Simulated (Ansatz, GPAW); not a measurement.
## Geometry or basis: what sets the conductance of a Ag chain with CO on top of one atom

How well does a Ag chain with CO on top of one atom conduct once its atoms have relaxed, and how much do cheaper levels lose?

Calculated with GPAW 26.7.0 and Ansatz 0.2.0; Ansatz plane waves; relaxation of the junction with the lead ends held; PAW set soft_1, in the first sound run; inputs show where later runs differ.

## 1. Set-up

The cell holds 17 atoms: 15 Ag, 1 C and 1 O. Its edges and angles: a = 9.000 Å, b = 9.000 Å, c = 39.900 Å, α = 90.0°, β = 90.0°, γ = 90.0°. Regions: left lead, 7 atoms (7 Ag); channel, 3 atoms (1 Ag, 1 C and 1 O); right lead, 7 atoms (7 Ag). Vacuum lies along a and b. The structure is stacked along c, and the current runs across the ab planes.

## 2. Relaxing the atoms

Transmission follows bond lengths closely, so the atoms between the held lead ends are relaxed first, from a slightly shaken start that lets symmetry break.

File input.yaml:

```yaml
crystal:
  lattice:
    - [9.0, 0.0, 0.0]
    - [0.0, 9.0, 0.0]
    - [0.0, 0.0, 39.9]
  atoms:
    - { symbol: Ag, position: [0.5, 0.5, 0.0333333333] }
    - { symbol: Ag, position: [0.5, 0.5, 0.1] }
    - { symbol: Ag, position: [0.5, 0.5, 0.1666666667] }
    - { symbol: Ag, position: [0.5, 0.5, 0.2333333333] }
    - { symbol: Ag, position: [0.5, 0.5, 0.3] }
    - { symbol: Ag, position: [0.5036708748, 0.5011281043, 0.366260673] }
    - { symbol: Ag, position: [0.4957991938, 0.4936845958, 0.4333473471] }
    - { symbol: Ag, position: [0.4972981097, 0.4970928135, 0.4998331056] }
    - { symbol: C, position: [0.7014049579, 0.4924107239, 0.5006955989] }
    - { symbol: O, position: [0.823710515, 0.506198747, 0.5004440362] }
    - { symbol: Ag, position: [0.4984271849, 0.5044766551, 0.5666822956] }
    - { symbol: Ag, position: [0.5023030699, 0.5003574236, 0.634157793] }
    - { symbol: Ag, position: [0.5, 0.5, 0.7] }
    - { symbol: Ag, position: [0.5, 0.5, 0.7666666667] }
    - { symbol: Ag, position: [0.5, 0.5, 0.8333333333] }
    - { symbol: Ag, position: [0.5, 0.5, 0.9] }
    - { symbol: Ag, position: [0.5, 0.5, 0.9666666667] }
kpoints:
  mp_grid: { grid: [1, 1, 2] }
hamiltonian:
  xc: pbe
  pseudopotentials: { kind: paw, azcp: { folder: soft_1 } }
scf:
  occupations: { method: fermi_dirac, width: 0.1 }
relax:
  f_tol: 0.03
  max_steps: 80
  constraints: [{ sites: [0, 1, 2, 3, 4, 12, 13, 14, 15, 16] }]
```

Run with:

```bash
$ ansatz run input.yaml --threads 4 --pin off --max-ram 8192MiB --backend cpu --events-out ev --progress --plain --runs-dir out
```

Numbers of over 12 decimals in the logs are rounded to 6 here.

The program printed:

```text
Engine: ansatz 0.2.0, aarch64-unknown-linux-gnu
Pseudopotentials: kind: paw
Pseudopotential: Ag, paw, valence charge 19, recommended cutoff 420 eV (normal), soft_1/Ag.paw.azcp
Pseudopotential: C, paw, valence charge 4, recommended cutoff 420 eV (normal), soft_1/C.paw.azcp
Pseudopotential: O, paw, valence charge 6, recommended cutoff 420 eV (normal), soft_1/O.paw.azcp
Functional definition: PBE
  parameter kappa = 0.804
  parameter beta = 0.066725
  exchange = pbe_x(kappa = kappa, mu = beta*pi^2/3)
  correlation = pbe_c(beta = beta)
Crystal: 17 atoms, lattice volume = 3231.900 Å³
Basis set: ecut = 420 eV, 63033 PW (Γ), exchange–correlation on 128×128×540 points (8 copies of the dense FFT grid, shifted against one another)
Bands: 177, of which v1, the nominal top of the filled ones, is band 148 counted from 1 (147 counted from 0)
Symmetry: 1 space group operations
Space group: P1 (ITA 1), of the structure as read, at distance tolerance 1.5e-4 Å
k-points: 2
Non-local potential: Ag, projectors of the file, l = 0: 3, l = 1: 2, l = 2: 2, l = 3: 1
Non-local potential: C, projectors of the file, l = 0: 2, l = 1: 2, l = 2: 1
Non-local potential: O, projectors of the file, l = 0: 2, l = 1: 2, l = 2: 1
PAW form: soft (Blöchl's): semilocal exchange-correlation on the pseudo side does not see the compensation charge
PAW one-centre angular grid: Ag, 590 points (default); XC on 64 Gauss nodes
PAW one-centre angular grid: C, 110 points (default); XC on 64 Gauss nodes
PAW one-centre angular grid: O, 110 points (default); XC on 64 Gauss nodes
Initial density: superposition of atomic densities (neutral atoms: chi_scale 0, normalization atom)
Initial wavefunctions: pseudopotential atomic-orbital guess
Functional: x = pbe(κ = 0.804, μ = 0.219515), c = pbe(β = 0.066725)
SCF iter   1: F=—  HF=-114657.062702 eV  |F-HF|=—  |Δ(HF+E_count)|=         —  Δρ=1.66e-2  dr2=1.44e1  ethr=3.10e-3  ⟨swp⟩=11.5  Hψ=1636  notcnv=0  defer=3
preconditioner: auto → LDOS  [metal: Δε(μ)=0.207 eV  Ē_g=6.195 eV  σ=0.100 eV  W_gap=0.48  n_scr=346 (ndim 8)  ℏωp=8.6 eV  f_vac=0.774  D(μ)=5.82/eV (n_scr^D=6)  β→1.0]
SCF iter   2: F=—  HF=-114656.109853 eV  |F-HF|=—  |Δ(HF+E_count)|=   9.53e-1  Δρ=1.35e-2  dr2=5.40e0  ethr=3.10e-3  ⟨swp⟩=5.0  Hψ=970  notcnv=0  defer=23
SCF iter   3: F=—  HF=-114654.999579 eV  |F-HF|=—  |Δ(HF+E_count)|=    1.11e0  Δρ=3.94e-3  dr2=4.96e-1  ethr=1.83e-3  ⟨swp⟩=3.0  Hψ=763  notcnv=0  defer=26
SCF iter   4: F=—  HF=-114654.882926 eV  |F-HF|=—  |Δ(HF+E_count)|=   1.17e-1  Δρ=1.22e-3  dr2=7.50e-2  ethr=1.68e-4  ⟨swp⟩=2.0  Hψ=687  notcnv=0  defer=26
SCF iter   5: F=—  HF=-114654.875636 eV  |F-HF|=—  |Δ(HF+E_count)|=   7.29e-3  Δρ=2.87e-4  dr2=4.02e-3  ethr=2.54e-5  ⟨swp⟩=2.0  Hψ=623  notcnv=0  defer=26
SCF iter   6: F=—  HF=-114654.876904 eV  |F-HF|=—  |Δ(HF+E_count)|=   1.27e-3  Δρ=1.64e-4  dr2=2.06e-3  ethr=1.36e-6  ⟨swp⟩=2.0  Hψ=582  notcnv=0  defer=26
SCF iter   7: F=—  HF=-114654.876822 eV  |F-HF|=—  |Δ(HF+E_count)|=   8.17e-5  Δρ=6.62e-5  dr2=2.28e-4  ethr=6.97e-7  ⟨swp⟩=2.0  Hψ=500  notcnv=0  defer=26
SCF iter   8: F=-114654.876877 eV  HF=-114654.876875 eV  |F-HF|=2.25e-6  |Δ(HF+E_count)|=   5.32e-5  Δρ=1.94e-5  dr2=2.21e-5  ethr=7.63e-9  ⟨swp⟩=4.0  Hψ=1498  notcnv=0
SCF 1 converged in 8 iterations: F = -114654.876877 eV  dr2 = 2.21e-5
  greatest PAW one-centre occupation: 1.001 electrons in one spin orbital (limit 2), on the Ag atom at site 7 (counted from 0), in its partial waves of l = 0
relax step   1: F+E_penalty+E_count = -114654.87687737 eV  Δ(F+E_penalty+E_count) = +0.000e0 eV  max|allowed force component| = 4.691e0 eV/Å  Δτ_max = 0.0000 Å  (8 SCF iters, dr2 threshold 2.25e-5 eV, accepted)
Initial density: handed on by an earlier stage of this run
Initial wavefunctions: those handed on with the density
iter 1 solved again at ethr=2.02e-4 eV; its pass at ethr=3.10e-3 eV (dr2=5.96e-1 eV) is discarded
SCF iter   1: F=—  HF=-114655.366390 eV  |F-HF|=—  |Δ(HF+E_count)|=         —  Δρ=5.62e-3  dr2=6.08e-1  ethr=2.02e-4  ⟨swp⟩=1.0  Hψ=1213  notcnv=0  defer=22
preconditioner: auto → LDOS  [metal: Δε(μ)=0.076 eV  Ē_g=6.309 eV  σ=0.100 eV  W_gap=0.19  n_scr=346 (ndim 8)  ℏωp=8.6 eV  f_vac=0.782  D(μ)=7.13/eV (n_scr^D=8)  β→1.0]
SCF iter   2: F=—  HF=-114655.331234 eV  |F-HF|=—  |Δ(HF+E_count)|=   3.52e-2  Δρ=2.88e-3  dr2=2.76e-1  ethr=2.02e-4  ⟨swp⟩=3.0  Hψ=797  notcnv=0  defer=22
SCF iter   3: F=—  HF=-114655.276314 eV  |F-HF|=—  |Δ(HF+E_count)|=   5.49e-2  Δρ=8.91e-4  dr2=2.86e-2  ethr=9.37e-5  ⟨swp⟩=3.0  Hψ=703  notcnv=0  defer=30
SCF iter   4: F=—  HF=-114655.273459 eV  |F-HF|=—  |Δ(HF+E_count)|=   2.85e-3  Δρ=2.08e-4  dr2=2.50e-3  ethr=9.68e-6  ⟨swp⟩=2.0  Hψ=496  notcnv=0  defer=30
SCF iter   5: F=—  HF=-114655.273340 eV  |F-HF|=—  |Δ(HF+E_count)|=   1.19e-4  Δρ=1.35e-4  dr2=1.08e-3  ethr=8.47e-7  ⟨swp⟩=2.5  Hψ=618  notcnv=0  defer=30
SCF iter   6: F=—  HF=-114655.273236 eV  |F-HF|=—  |Δ(HF+E_count)|=   1.04e-4  Δρ=3.38e-5  dr2=4.58e-5  ethr=3.66e-7  ⟨swp⟩=2.0  Hψ=584  notcnv=0  defer=30
SCF iter   7: F=-114655.273249 eV  HF=-114655.273253 eV  |F-HF|=3.83e-6  |Δ(HF+E_count)|=   1.74e-5  Δρ=1.42e-5  dr2=1.15e-5  ethr=1.55e-8  ⟨swp⟩=4.0  Hψ=1098  notcnv=0
SCF 2 converged in 7 iterations: F = -114655.273249 eV  dr2 = 1.15e-5
relax step   2: F+E_penalty+E_count = -114655.27324925 eV  Δ(F+E_penalty+E_count) = -3.964e-1 eV  max|allowed force component| = 2.006e0 eV/Å  Δτ_max = 0.1921 Å  (7 SCF iters, dr2 threshold 1.00e-4 eV, accepted)
iter 1 solved again at ethr=2.49e-4 eV; its pass at ethr=3.10e-3 eV (dr2=7.35e-1 eV) is discarded
SCF iter   1: F=—  HF=-114655.587193 eV  |F-HF|=—  |Δ(HF+E_count)|=         —  Δρ=6.08e-3  dr2=7.57e-1  ethr=2.49e-4  ⟨swp⟩=1.5  Hψ=1255  notcnv=0  defer=25
preconditioner: auto → LDOS  [metal: Δε(μ)=0.167 eV  Ē_g=6.277 eV  σ=0.100 eV  W_gap=0.39  n_scr=346 (ndim 8)  ℏωp=8.6 eV  f_vac=0.781  D(μ)=6.65/eV (n_scr^D=6)  β→1.0]
SCF iter   2: F=—  HF=-114655.555113 eV  |F-HF|=—  |Δ(HF+E_count)|=   3.21e-2  Δρ=3.08e-3  dr2=3.08e-1  ethr=2.49e-4  ⟨swp⟩=3.0  Hψ=803  notcnv=0  defer=25
SCF iter   3: F=—  HF=-114655.497969 eV  |F-HF|=—  |Δ(HF+E_count)|=   5.71e-2  Δρ=1.38e-3  dr2=7.03e-2  ethr=1.04e-4  ⟨swp⟩=3.0  Hψ=711  notcnv=0  defer=28
SCF iter   4: F=—  HF=-114655.487914 eV  |F-HF|=—  |Δ(HF+E_count)|=   1.01e-2  Δρ=3.80e-4  dr2=5.50e-3  ethr=2.38e-5  ⟨swp⟩=2.0  Hψ=436  notcnv=0  defer=28
SCF iter   5: F=—  HF=-114655.486998 eV  |F-HF|=—  |Δ(HF+E_count)|=   9.16e-4  Δρ=1.20e-4  dr2=1.15e-3  ethr=1.86e-6  ⟨swp⟩=2.5  Hψ=592  notcnv=0  defer=28
SCF iter   6: F=-114655.486943 eV  HF=-114655.486940 eV  |F-HF|=3.05e-6  |Δ(HF+E_count)|=   5.78e-5  Δρ=3.65e-5  dr2=4.74e-5  ethr=3.39e-8  ⟨swp⟩=4.0  Hψ=1373  notcnv=0
SCF 3 converged in 6 iterations: F = -114655.486943 eV  dr2 = 4.74e-5
relax step   3: F+E_penalty+E_count = -114655.48694334 eV  Δ(F+E_penalty+E_count) = -2.137e-1 eV  max|allowed force component| = 1.492e0 eV/Å  Δτ_max = 0.1924 Å  (6 SCF iters, dr2 threshold 1.00e-4 eV, accepted)
[... from here on, the SCF cycles and remarks between the steps are left out ...]
relax step   4: F+E_penalty+E_count = -114655.62672504 eV  Δ(F+E_penalty+E_count) = -1.398e-1 eV  max|allowed force component| = 7.527e-1 eV/Å  Δτ_max = 0.1954 Å  (6 SCF iters, dr2 threshold 1.00e-4 eV, accepted)
relax step   5: F+E_penalty+E_count = -114655.73740955 eV  Δ(F+E_penalty+E_count) = -1.107e-1 eV  max|allowed force component| = 7.256e-1 eV/Å  Δτ_max = 0.1951 Å  (6 SCF iters, dr2 threshold 1.00e-4 eV, accepted)
relax step   6: F+E_penalty+E_count = -114655.80853558 eV  Δ(F+E_penalty+E_count) = -7.113e-2 eV  max|allowed force component| = 3.513e-1 eV/Å  Δτ_max = 0.2000 Å  (6 SCF iters, dr2 threshold 1.00e-4 eV, accepted)
relax step   7: F+E_penalty+E_count = -114655.83825580 eV  Δ(F+E_penalty+E_count) = -2.972e-2 eV  max|allowed force component| = 1.019e-1 eV/Å  Δτ_max = 0.2000 Å  (6 SCF iters, dr2 threshold 2.89e-5 eV, accepted)
relax step   8: F+E_penalty+E_count = -114655.84267199 eV  Δ(F+E_penalty+E_count) = -4.416e-3 eV  max|allowed force component| = 2.177e-1 eV/Å  Δτ_max = 0.1397 Å  (8 SCF iters, accepted)
relax step   9: F+E_penalty+E_count = -114655.84697397 eV  Δ(F+E_penalty+E_count) = -4.302e-3 eV  max|allowed force component| = 7.306e-3 eV/Å  Δτ_max = 0.0912 Å  (6 SCF iters, dr2 threshold 3.99e-6 eV, accepted)
relax step  10: F+E_penalty+E_count = -114655.84697471 eV  Δ(F+E_penalty+E_count) = -7.454e-7 eV  max|allowed force component| = 7.675e-3 eV/Å  Δτ_max = 0.0000 Å  (3 SCF iters, accepted)
relax step  11: F+E_penalty+E_count = -114655.84822745 eV  Δ(F+E_penalty+E_count) = -1.253e-3 eV  max|allowed force component| = 5.816e-3 eV/Å  Δτ_max = 0.0651 Å  (8 SCF iters, accepted)
relax step  12: F+E_penalty+E_count = -114655.84974269 eV  Δ(F+E_penalty+E_count) = -1.515e-3 eV  max|allowed force component| = 8.592e-2 eV/Å  Δτ_max = 0.1527 Å  (9 SCF iters, accepted)
relax step  13: F+E_penalty+E_count = -114655.84991417 eV  Δ(F+E_penalty+E_count) = -1.715e-4 eV  max|allowed force component| = 5.490e-2 eV/Å  Δτ_max = 0.0424 Å  (5 SCF iters, dr2 threshold 4.24e-6 eV, accepted)
relax step  14: F+E_penalty+E_count = -114655.84999165 eV  Δ(F+E_penalty+E_count) = -7.748e-5 eV  max|allowed force component| = 1.601e-2 eV/Å  Δτ_max = 0.0099 Å  (4 SCF iters, dr2 threshold 1.23e-6 eV, accepted)
iter 1 solved again at ethr=4.09e-10 eV; its pass at ethr=3.10e-3 eV (dr2=1.21e-6 eV) is discarded
SCF iter   1: F=—  HF=-114655.850028 eV  |F-HF|=—  |Δ(HF+E_count)|=         —  Δρ=6.39e-6  dr2=1.20e-6  ethr=4.09e-10  ⟨swp⟩=1.0  Hψ=854  notcnv=0  defer=29
preconditioner: auto → LDOS  [insulator: Δε(μ)=0.293 eV  Ē_g=6.222 eV  σ=0.100 eV  W_gap=0.63  n_scr=346 (ndim 8)  ℏωp=8.6 eV  f_vac=0.779  D(μ)=5.72/eV (n_scr^D=6)  ε∞_Penn≈2.9  β→1.0]
SCF iter   2: F=—  HF=-114655.849993 eV  |F-HF|=—  |Δ(HF+E_count)|=   3.43e-5  Δρ=1.10e-5  dr2=3.79e-6  ethr=4.08e-10  ⟨swp⟩=3.0  Hψ=678  notcnv=0  defer=29
SCF iter   3: F=-114655.849992 eV  HF=-114655.849992 eV  |F-HF|=1.94e-8  |Δ(HF+E_count)|=   9.82e-7  Δρ=8.59e-7  dr2=2.57e-8  ethr=3.39e-11  ⟨swp⟩=3.0  Hψ=1474  notcnv=0
SCF 15 converged in 3 iterations: F = -114655.849992 eV  dr2 = 2.57e-8
relax step  15: F+E_penalty+E_count = -114655.84999240 eV  Δ(F+E_penalty+E_count) = -7.541e-7 eV  max|allowed force component| = 1.601e-2 eV/Å  Δτ_max = 0.0000 Å  (3 SCF iters, accepted)
SCF converged after 3 iterations
Free energy (F): -114655.849992 eV
Harris-Foulkes:  -114655.849992 eV  (|F-HF|=1.94e-8)
Internal energy: -114655.653788 eV  (E = F + TS)
E sigma→0 (E₀):  -114655.751890 eV
Entropy (-TS):   -0.196204 eV (-11.541 meV/atom)
Fermi energy:    -3.190390 eV
--- Per-component energies (eV) ---
  E_band       = -9063.314754
  E_kinetic    = 7283.008988
  E_local      = -102450.648680  (includes V_loc(G=0)·N_el)
  E_nonlocal   = 577.083398
  E_hartree    = 48139.718595
  E_xc         = -2467.223113
  E_vxc        = -3114.778833  (∫ρ·V_xc dr)
  E_paw        = -59639.991990  (= ΣΔE_a)
  E_vpaw       = -7637.412704  (= ΣTr[D̂ρ^β])
  E_aug_tail   = 0.006466  (compensation charges beyond the density's cutoff)
  E_ewald      = -6097.607450
  E_smearing   = -0.196204  (= −TS)
  E_closure    = 0.000000  (closes the sum)
  Σ components = -114655.849992   (vs F -114655.849992, Δ=0.00e0)
--- Forces (eV/Å), atoms counted from 1 ---
  atom   1  Ag     0.00003250    -0.00001493    -0.00198046
  atom   2  Ag    -0.00030005     0.00013994     0.00288430
  atom   3  Ag    -0.00060538     0.00028324    -0.00496683
  atom   4  Ag     0.01015041    -0.00473172     0.02136037
  atom   5  Ag    -0.00875246     0.00402810     0.35033849
  atom   6  Ag    -0.00028138    -0.00012851    -0.00094085
  atom   7  Ag     0.00081769    -0.00034068     0.00251399
  atom   8  Ag     0.00012956     0.00083711    -0.00136585
  atom   9  C      0.01461718     0.01531784    -0.00059546
  atom  10  O     -0.01601027    -0.01498158    -0.00028269
  atom  11  Ag     0.00010634    -0.00001439    -0.00231677
  atom  12  Ag     0.00007770    -0.00000325     0.00162481
  atom  13  Ag    -0.00904977     0.00400438    -0.34795757
  atom  14  Ag     0.00984534    -0.00475932    -0.02288923
  atom  15  Ag    -0.00056119     0.00028344     0.00586578
  atom  16  Ag    -0.00029191     0.00014092    -0.00335906
  atom  17  Ag     0.00003110    -0.00001490     0.00212899
  max |Σ_I F_I| component: 6.19e-5 eV/Å
--- Relaxed structure (15 steps of the walk, 15 accepted, 0 SCFs on fresh bases) ---
  F+E_penalty+E_count = -114655.84999240 eV   max|allowed force component| = 1.601e-2 eV/Å
  atoms:
    - { symbol: Ag, position: [0.5, 0.5, 0.0333333333] }
    - { symbol: Ag, position: [0.5, 0.5, 0.100000] }
    - { symbol: Ag, position: [0.5, 0.5, 0.1666666667] }
    - { symbol: Ag, position: [0.5, 0.5, 0.2333333333] }
    - { symbol: Ag, position: [0.5, 0.5, 0.3] }
    - { symbol: Ag, position: [0.519969, 0.490725, 0.369529] }
    - { symbol: Ag, position: [0.474903, 0.511928, 0.437595] }
    - { symbol: Ag, position: [0.597806, 0.460395, 0.499968] }
    - { symbol: C, position: [0.841695, 0.446838, 0.501043] }
    - { symbol: O, position: [0.939035, 0.528378, 0.501583] }
    - { symbol: Ag, position: [0.474678, 0.511661, 0.562414] }
    - { symbol: Ag, position: [0.519241, 0.490673, 0.630452] }
    - { symbol: Ag, position: [0.5, 0.5, 0.7] }
    - { symbol: Ag, position: [0.5, 0.5, 0.7666666667] }
    - { symbol: Ag, position: [0.5, 0.5, 0.8333333333] }
    - { symbol: Ag, position: [0.5, 0.5, 0.9] }
    - { symbol: Ag, position: [0.5, 0.5, 0.966667] }
```

Wall time 4 min (4 threads of Arm Neoverse V2, shared host); peak memory 4.8 GiB; 15 min of CPU time.

This run has no spin polarisation although its electron count is odd.

The steps of the relaxation:

| step | energy less that of the first step (eV) | largest force component (eV/Å) |
| --- | --- | --- |
| 1 | 0.0000 | 4.6909 |
| 2 | -0.3964 | 2.0060 |
| 3 | -0.6101 | 1.4916 |
| 4 | -0.7498 | 0.7527 |
| 5 | -0.8605 | 0.7256 |
| 6 | -0.9317 | 0.3513 |
| 7 | -0.9614 | 0.1019 |
| 8 | -0.9658 | 0.2177 |
| 9 | -0.9701 | 0.0073 |
| 10 | -0.9701 | 0.0077 |
| 11 | -0.9713 | 0.0058 |
| 12 | -0.9729 | 0.0859 |
| 13 | -0.9730 | 0.0549 |
| 14 | -0.9731 | 0.0160 |
| 15 | -0.9731 | 0.0160 |

The atoms that moved most (Å):

| atom | dx | dy | dz | length |
| --- | --- | --- | --- | --- |
| C9 | 1.263 | -0.410 | 0.014 | 1.328 |
| O10 | 1.038 | 0.200 | 0.045 | 1.058 |
| Ag8 | 0.905 | -0.330 | 0.005 | 0.963 |
| Ag7 | -0.188 | 0.164 | 0.169 | 0.302 |
| Ag11 | -0.214 | 0.065 | -0.170 | 0.281 |
| Ag12 | 0.152 | -0.087 | -0.148 | 0.230 |
| Ag6 | 0.147 | -0.094 | 0.130 | 0.217 |

Numbers from this step:

* free energy: -114655.8500 eV
* smearing term TS: 0.1962 eV
* symmetry operations: 1

The relaxation lowered the energy of the cell by 0.973 eV.

[end of part 1 of 3]

[Logs are printed without paths, hosts, clocks, repeated set-up lines and the standing remarks that a program may print on its own settings, such as how far it seeks lower states.]

[Hosts, paths, dates, database ids (printed as entryN), source tags and the programs' standing remarks are cut or masked in the printed files.]
